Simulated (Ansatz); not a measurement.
# Si16H: the cost of one run

All numbers below are computed with Ansatz 0.2.0 (DFT PBEsol, plane waves, PAW, scalar-relativistic, collinear spin).

## 1. The system as given

The cell holds 17 atoms (HSi16): a = 7.679 Å, b = 7.679 Å, c = 7.679 Å, α = 60.00°, β = 60.00°, γ = 60.00°.

The coordinates stand in the first input below.

## 2. Relaxing end A

Input file input.yaml:

```yaml
crystal:
  lattice:
    - [0.0, 5.43, 5.43]
    - [5.43, 0.0, 5.43]
    - [5.43, 5.43, 0.0]
  atoms:
    - { symbol: Si, position: [0.0, 0.0, 0.0] }
    - { symbol: Si, position: [0.125, 0.125, 0.125] }
    - { symbol: Si, position: [0.0, 0.0, 0.5] }
    - { symbol: Si, position: [0.125, 0.125, 0.625] }
    - { symbol: Si, position: [0.0, 0.5, 0.0] }
    - { symbol: Si, position: [0.125, 0.625, 0.125] }
    - { symbol: Si, position: [0.0, 0.5, 0.5] }
    - { symbol: Si, position: [0.125, 0.625, 0.625] }
    - { symbol: Si, position: [0.5, 0.0, 0.0] }
    - { symbol: Si, position: [0.625, 0.125, 0.125] }
    - { symbol: Si, position: [0.5, 0.0, 0.5] }
    - { symbol: Si, position: [0.625, 0.125, 0.625] }
    - { symbol: Si, position: [0.5, 0.5, 0.0] }
    - { symbol: Si, position: [0.625, 0.625, 0.125] }
    - { symbol: Si, position: [0.5, 0.5, 0.5] }
    - { symbol: Si, position: [0.625, 0.625, 0.625] }
    - { symbol: H, position: [0.3764936, 0.3606983, 0.376691], spin: 1.0 }
magnetization:
  spin_polarized: true
basis:
  ecutwfc: 420.0
kpoints:
  mp_grid: { grid: [2, 2, 2] }
hamiltonian:
  xc: pbesol
scf:
  occupations: { method: gaussian, width: 0.05 }
  lower_state_search: "off"
relax:
  f_tol: 0.03
  max_steps: 60
  adjacent_minimum: "off"
```

On the command line:

```bash
$ ansatz run input.yaml --threads 2 --pin off --max-ram 5120MiB --backend cpu --events-out ev --progress --plain --runs-dir out
```

What time and memory should one allow on 2 threads of Intel Xeon 6975P-C (Granite Rapids), shared host?

About 50 s, with a peak of 0.74 GiB.
